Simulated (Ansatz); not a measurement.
Crystal: ZrSe2.

```
Zr Se
1.0
     3.79800    0.00000    0.00000
    -1.89900    3.28916    0.00000
     0.00000    0.00000    6.19200
Zr Se
1 2
Direct
  0.00000 0.00000 0.00000
  0.66667 0.33333 0.75000
  0.33333 0.66667 0.25000
```

Base run:

```yaml
Program: Ansatz 0.2.0
Functional: PBEsol
Potentials_or_basis: all-electron LAPW, scalar-relativistic
Cutoff: 216 eV (chosen from the basis error)
Basis_error_allowed: 0.002 eV/atom
k_mesh: 8 × 8 × 5
Occupations: fermi-dirac, width 0.05 eV
Spin: no spin polarisation
```

Its results: band gap on the k mesh 0.36 eV, indirect (least direct gap 1.02 eV); pressure -1.2 GPa; largest force 0.085 eV/Å.

**Question.** The run is repeated on the same cell with these changes: hubbard terms from none to Zr d U = 6 eV. What comes out?

**Answer.** Band gap on the k mesh 1.53 eV, indirect (least direct gap 2.20 eV); pressure 4.5 GPa; largest force 0.484 eV/Å.

The U term pushes filled and empty states of the shell apart.

Caveats: an odd mesh through Γ misses points on the zone boundary, where band edges often lie; this functional lacks dispersion, which binds the layers, so the pressure and a relaxed spacing across them are unreliable; the density of states is complete only up to the lowest level of the last band computed; U is the effective U less J, on atomic orbitals that reach past the spheres (some runs).
